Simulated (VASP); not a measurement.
A run of VASP 6.6.1 is set up as follows.

The input POSCAR:

```
ZrSe2                                   
1.0
    3.7385421888      0.0000000000     -0.0000000000
   -1.8692710944      3.2376725087      0.0000000000
    0.0000000000     -0.0000000000      6.0321894018
  Zr              Se            
     1     2
Direct
     0.0000000000000000    0.0000000000000000    0.0000000000000000
     0.3333333332999970    0.6666666667000030    0.2650002634785272
     0.6666666667000030    0.3333333332999970    0.7349997365214729
```

File INCAR.step1:

```
PREC = Accurate
ENCUT = 520
EDIFF = 1E-5
ISMEAR = 0
SIGMA = 0.03
LREAL = False
LASPH = True
NELM = 80
ALGO = Normal
ISIF = 2
LWAVE = True
LCHARG = False
LMAXMIX = 4
NBANDS = 19
KPAR = 2
GGA = PE
```

INCAR.step2

```
PREC = Accurate
ENCUT = 520
EDIFF = 1E-7
ISMEAR = 0
SIGMA = 0.03
LREAL = False
LASPH = True
NELM = 80
ALGO = Normal
ISIF = 2
LWAVE = False
LCHARG = False
LMAXMIX = 4
METAGGA = MBJ
NBANDS = 19
KPAR = 2
ISTART = 1
```

File KPOINTS:

```
regular mesh
0
Gamma
  9 9 5
```

Contents of KPOINTS_OPT:

```
explicit points
168
Reciprocal
 0.0000000000  0.0000000000  0.0000000000 1
 0.0555555556  0.0000000000  0.0000000000 1
 0.1111111111  0.0000000000  0.0000000000 1
 0.1666666667  0.0000000000  0.0000000000 1
 0.2222222222  0.0000000000  0.0000000000 1
 0.2777777778  0.0000000000  0.0000000000 1
[... 160 lines left out ...]
 0.5000000000  0.0000000000  0.0344920600 1
 0.5000000000  0.0000000000 -0.0344920600 1
```

Potentials or basis: VASP PAW PBE potentials, release 64 (Zr_sv, Se).

Launch:

```console
$ cat potpaw_PBE.64/Zr_sv/POTCAR potpaw_PBE.64/Se/POTCAR > POTCAR
$ cp INCAR.step1 INCAR
$ mpirun -np 2 vasp_std > vasp.out
$ cp INCAR.step2 INCAR
$ mpirun -np 2 vasp_std > vasp.out
```

Predict the band gap on the k mesh.

0.47 eV, indirect (least direct gap 1.26 eV).

Estimate the band gap along the path.

0.44 eV, indirect (least direct gap 1.26 eV).

Levels at the corners of the path, in eV from the valence-band top:
```tsv
point	band 10	band 11	band 12	band 13	band 14	band 15
Γ	-0.14	-0.14	0.00	1.26	1.26	1.61
M	-2.62	-2.39	-1.52	0.64	2.78	3.24
M	-2.62	-2.39	-1.52	0.64	2.78	3.24
K	-2.42	-2.42	-1.84	2.09	2.77	2.77
K	-2.42	-2.42	-1.84	2.09	2.77	2.77
Γ	-0.14	-0.14	0.00	1.26	1.26	1.61
Γ	-0.14	-0.14	0.00	1.26	1.26	1.61
A	-2.39	-0.39	-0.39	1.22	1.22	2.13
A	-2.39	-0.39	-0.39	1.22	1.22	2.13
L	-2.75	-1.05	-1.01	0.44	2.76	3.21
L	-2.75	-1.05	-1.01	0.44	2.76	3.21
H	-2.63	-2.21	-2.21	2.14	2.30	2.30
H	-2.63	-2.21	-2.21	2.14	2.30	2.30
A	-2.39	-0.39	-0.39	1.22	1.22	2.13
L	-2.75	-1.05	-1.01	0.44	2.76	3.21
M	-2.62	-2.39	-1.52	0.64	2.78	3.24
K	-2.42	-2.42	-1.84	2.09	2.77	2.77
H	-2.63	-2.21	-2.21	2.14	2.30	2.30
```

**The experiment to reproduce.**

From “Stress-Tuned Optical Transitions in Layered 1T-MX2 (M= Hf, Zr, Sn; X= S, Se) Crystals”, 2022, arxiv:2210.12074, for a bulk crystal of ZrSe2: band gap 1.2 eV (indirect).

A measured gap of ZrSe2 is 1.2 eV (indirect; quoted in “Stress-Tuned Optical Transitions in Layered 1T-MX2 (M= Hf, Zr, Sn; X= S, Se) Crystals”, 2022, arxiv:2210.12074); the calculated 0.44 eV misses it by -0.76 eV. Spin-orbit coupling on Se, Zr is left out. The value is that of TB-mBJ, without temperature or zero-point motion.
